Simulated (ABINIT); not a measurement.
# Al2O3 (P-3m1) in ABINIT: a series of runs

One crystal, Al2O3, is run at these levels: LDA, PBEsol; tasks: relaxation of cell and atoms.

Program: ABINIT 10.8.3 (patched build). These are calculated values, not measurements. Logs are shortened: lines on timing, memory, paths and dates and some standing lists are left out, and cuts for length are marked. The log counts tension as positive stress, the text compression.

## Step 1: The crystal as given

Symmetry: P-3m1, No. 164, trigonal system. The conventional cell has a = 3.017 Å, b = 3.017 Å, c = 7.575 Å, α = 90.00°, β = 90.00°, γ = 120.00°. Around Al (site symmetry 3m) lie 4 O at 1.68 to 1.84 Å. O (site symmetry -3m) is surrounded by 2 Al at 1.68 Å. O (site symmetry 3m) is surrounded by 3 Al at 1.84 Å.

Measurements of this composition are mostly on another form, of space group No. 167.

## Step 2: Relaxation of cell and atoms, LDA

Contents of run.abi:

```
# Pseudopotentials
pp_dirpath "./"
pseudos "Al.LDA_PW-JTH.xml, O.LDA_PW-JTH.xml"

# Structure
acell 3*1.0
rprim
     5.7022155940     0.0000000000     0.0000000000
    -2.8511077970     4.9382635623     0.0000000000
     0.0000000000     0.0000000000    14.3139875379
ntypat 2
znucl 13 8
natom 5
typat 1 1 2 2 2
xcart
     0.0000000000     0.0000000000    10.3354003877
     0.0000000000     0.0000000000     3.9785871501
     0.0000000000     0.0000000000     7.1569937689
     2.8511077973     1.6460878539    11.4590054675
    -0.0000000003     3.2921757084     2.8549820704
chkprim 0
chksymtnons 0
tolsym 1.0e-6

# Plane-wave basis
ecut 625.861884 eV
pawecutdg 45.0
pawovlp -1

# k points
kptopt 1
ngkpt 10 10 4
nshiftk 1
shiftk 0.0 0.0 0.0

# Exchange and correlation
ixc 7

# Bands and occupations
nband 16
occopt 3
tsmear 0.00183747

# SCF cycle
nstep 100
tolvrs 1.0e-9

# Output
iomode 3
prtwf 0
prtden 0
prteig 0
prtebands 0
enunit 1

# Relaxation
ionmov 2
ntime 60
tolmxf 0.0005
optcell 2
dilatmx 1.08
ecutsm 0.5
```

Potentials or basis: JTH PAW LDA v2.0.

Started as:

```bash
abinit run.abi > log 2>&1
```

run.abo:

```text
.Version 10.8.3 of ABINIT
 Symmetries : space group P-3 m 1 (#164); Bravais hP (primitive hexag.)
================================================================================
 Values of the parameters that define the memory need of the present run
     intxc =       0    ionmov =       2      iscf =      17    lmnmax =       8
     lnmax =       4     mgfft =      72  mpssoang =       2    mqgrid =    4669
     natom =       5  nloc_mem =       2    nspden =       1   nspinor =       1
    nsppol =       1      nsym =      12    n1xccc =       1    ntypat =       2
    occopt =       3   xclevel =       1
       mpw =        2704          nfft =       64800          nkpt =          50
 PAW method is used; the additional fine FFT grid is defined by:
   mgfftf=        96    nfftf =    153600
================================================================================
================================================================================

--------------------------------------------------------------------------------
------------- Echo of variables that govern the present computation ------------
--------------------------------------------------------------------------------
 -outvars: echo values of preprocessed input variables --------
            acell      1.0000000000E+00  1.0000000000E+00  1.0000000000E+00 Bohr
              amu      2.69815390E+01  1.59994000E+01
          chkprim           0
      chksymtnons           0
          dilatmx      1.08000000E+00
             ecut      2.30000000E+01 Hartree
           ecutsm      5.00000000E-01 Hartree
           enunit           1
           ionmov           2
              ixc           7
         kptrlatt       10    0    0      0   10    0      0    0    4
          kptrlen      5.70221559E+01
            natom           5
            nband          16
            ngfft          30      30      72
          ngfftdg          40      40      96
             nkpt          50
            nstep         100
             nsym          12
            ntime          60
           ntypat           2
           occopt           3
          optcell           2
        pawecutdg      4.50000000E+01 Hartree
          pawovlp     -1.0000000000E+00
           prtden           0
        prtebands           0
           prteig           0
            prtwf           0
            rprim      5.7022155940E+00  0.0000000000E+00  0.0000000000E+00
                      -2.8511077970E+00  4.9382635623E+00  0.0000000000E+00
                       0.0000000000E+00  0.0000000000E+00  1.4313987538E+01
          spgroup         164
[... 1851 lines left out ...]
    4      0.00000000000000    -0.00000000000000    -0.00213534226247
    5      0.00000000000000    -0.00000000000000     0.00213534226247
 frms,max,avg= 2.1169754E-03 5.3900092E-03   0.000E+00  0.000E+00  0.000E+00 e/A
 length scales=  5.597863486670  5.597863486704 13.891320206806 bohr
              =  2.962261784882  2.962261784900  7.350970077811 angstroms
 Fermi (or HOMO) energy (eV) =   6.31823   Average Vxc (eV)= -10.24868
 Eigenvalues (   eV  ) for nkpt=  50  k points:
 kpt#   1, nband= 16, wtk=  0.00250, kpt=  0.0000  0.0000  0.0000 (reduced coord)
 -14.72175  -14.46537  -11.75484   -1.04890    0.13002    1.11281    1.11281    1.13621
   1.13621    2.60756    5.00501    5.00501    7.48000    9.60099   12.49500   15.87494
 prteigrs : prtvol=0 or 1, do not print more k-points.

--- !EnergyTerms
iteration_state     : {dtset: 1, itime: 14, icycle: 1, }
comment             : Components of total free energy in Hartree
kinetic             :  2.48943445643806E+01
hartree             :  1.71200113470858E+01
xc                  : -1.10109991022949E+01
Ewald energy        : -3.72915856974412E+01
psp_core            :  2.82671255111144E-01
local_psp           : -5.15494983546427E+01
PAW spherical_terms :  4.56403568261508E+00
internal            : -5.29910203051862E+01
'-kT*entropy'       : -3.17012385043316E-14
total_energy        : -5.29910203051862E+01
total_energy_eV     : -1.44195912109304E+03
...

--- !EnergyTermsDC
iteration_state     : {dtset: 1, itime: 14, icycle: 1, }
comment             : '"Double-counting" decomposition of free energy'
band_energy         : -2.23539538002677E+00
Ewald energy        : -3.72915856974412E+01
psp_core            :  2.82671255111144E-01
xc_dc               : -1.43267686649474E+01
PAW spherical_terms :  5.80058243136671E-01
internal            : -5.29910202441675E+01
'-kT*entropy'       : -3.17012385043316E-14
total_energy_dc     : -5.29910202441676E+01
total_energy_dc_eV  : -1.44195911943264E+03
...

--- !EnergyTermsWithPAWCore
iteration_state     : {dtset: 1, itime: 14, icycle: 1, }
comment             : 'Components of total free energy, including PAW core contributions'
Total energy        : -7.08573605641095E+02
Total energy DC     : -7.08573605580076E+02
Total energy (eV)   : -1.92812700668073E+04
Total energy DC (eV): -1.92812700651469E+04
...

 rms coord change=  2.0421E-03   atom, delta coord (reduced):
     1        0.000000000000      0.000000000000      0.003622756760
     2        0.000000000000      0.000000000000     -0.003622756760
     3        0.000000000000      0.000000000000      0.000000000000
     4        0.000000000000     -0.000000000000      0.004260500282
     5        0.000000000000     -0.000000000000     -0.004260500282

 Cartesian components of stress tensor (hartree/bohr^3)
  sigma(1 1)=  8.39154901E-08  sigma(3 2)=  0.00000000E+00
  sigma(2 2)=  8.39154779E-08  sigma(3 1)=  0.00000000E+00
  sigma(3 3)= -1.52346467E-06  sigma(2 1)=  0.00000000E+00

-Cartesian components of stress tensor (GPa)         [Pressure=  1.3295E-02 GPa]
- sigma(1 1)=  2.46887896E-03  sigma(3 2)=  0.00000000E+00
- sigma(2 2)=  2.46887860E-03  sigma(3 1)=  0.00000000E+00
- sigma(3 3)= -4.48218781E-02  sigma(2 1)=  0.00000000E+00

== END DATASET(S) ==============================================================
================================================================================

 -outvars: echo values of variables after computation  --------
            acell      5.5978634867E+00  5.5978634867E+00  1.3891320207E+01 Bohr
           etotal     -5.2991020244E+01
            fcart      9.6202604067E-30  1.3885649839E-28  1.0481899105E-04
                      -3.8481041627E-29  1.1108519871E-28 -1.0481899105E-04
                       9.6202604067E-30 -8.3313899032E-29 -0.0000000000E+00
                       9.6202604067E-30 -8.3313899032E-29 -4.1525795555E-05
                       9.6202604067E-30 -8.3313899032E-29  4.1525795555E-05
            rprim      1.0000000000E+00  0.0000000000E+00  0.0000000000E+00
                      -5.0000000000E-01  8.6602540379E-01  0.0000000000E+00
                       0.0000000000E+00  0.0000000000E+00  1.0000000000E+00
           strten      8.3915490110E-08  8.3915477892E-08 -1.5234646725E-06
                       0.0000000000E+00  0.0000000000E+00  0.0000000000E+00
           xangst      2.8137924265E-28  2.5003824792E-28  5.3343913702E+00
                       4.8689351602E-28  2.1497327618E-28  2.0165787075E+00
                       3.8456864799E-28  2.4942600848E-28  3.6754850389E+00
                       1.4811308924E+00  8.5513131946E-01  5.9161085020E+00
                       2.3521109125E-17  1.7102626389E+00  1.4348615758E+00
             xred      1.4372088739E-28  9.7465828629E-29  7.2567175676E-01
                       2.0626414519E-28  8.3797373686E-29  2.7432824324E-01
                       1.7843622864E-28  9.7227175448E-29  5.0000000000E-01
                       6.6666666667E-01  3.3333333333E-01  8.0480650028E-01
                       3.3333333333E-01  6.6666666667E-01  1.9519349972E-01
 Calculation completed.
```

Wall time 20 min (1 thread of Arm Neoverse V1, shared host); peak memory 0.15 GiB.

Results:

| Quantity | Value |
| --- | --- |
| Free energy | -1441.9591 eV |
| Relaxed volume | 11.17 Å³/atom |
| Relaxed cell | a = 2.962 Å, b = 2.962 Å, c = 7.351 Å, α = 90.00°, β = 90.00°, γ = 120.00° |
| Space group after relaxing (to 0.05 Å) | P-3m1 (No. 164) |
| Energy gained by relaxing | 17.1 meV/atom |
| Ionic steps | 14 |
| Pressure after relaxing | 0.0 GPa |
| Largest force after relaxing | 0.005 eV/Å |
| Band gap on the k mesh | 2.47 eV, direct |

Forces on the atoms (eV/Å):
```
Al   0.000  0.000  0.005
Al   0.000  0.000 -0.005
O    0.000  0.000  0.000
O    0.000  0.000 -0.002
O    0.000  0.000  0.002
```

Step by step:
| step | energy change (eV) | largest force (eV/Å) | pressure (GPa) | volume (Å³) |
| --- | --- | --- | --- | --- |
| 1 | 0.0000 | 0.4680 | -8.43 | 59.73 |
| 2 | -0.0639 | 0.2274 | -4.11 | 58.20 |
| 3 | -0.0836 | 0.0614 | 0.21 | 56.78 |
| 4 | -0.0838 | 0.0521 | -0.03 | 56.83 |
| 5 | -0.0839 | 0.0425 | -0.09 | 56.83 |
| 6 | -0.0840 | 0.0259 | -0.11 | 56.80 |
| 7 | -0.0841 | 0.0100 | -0.07 | 56.76 |
| 8 | -0.0842 | 0.0333 | -0.01 | 56.72 |
| 9 | -0.0843 | 0.0662 | 0.07 | 56.64 |
| 10 | -0.0845 | 0.1011 | 0.16 | 56.49 |
| 11 | -0.0849 | 0.1307 | 0.27 | 56.20 |
| 12 | -0.0853 | 0.1078 | 0.24 | 55.97 |
| 13 | -0.0856 | 0.0370 | 0.10 | 55.83 |
| 14 | -0.0856 | 0.0054 | 0.01 | 55.86 |

Final structure:
```
Al O
1.0
     2.96226    0.00000    0.00000
    -1.48113    2.56539    0.00000
     0.00000    0.00000    7.35097
Al O
2 3
Direct
  0.00000 0.00000 0.72567
  0.00000 0.00000 0.27433
  0.00000 0.00000 0.50000
  0.66667 0.33333 0.80481
  0.33333 0.66667 0.19519
```

Caveat: the atomic spheres overlap.

(Part 1 of 2 ends here.)
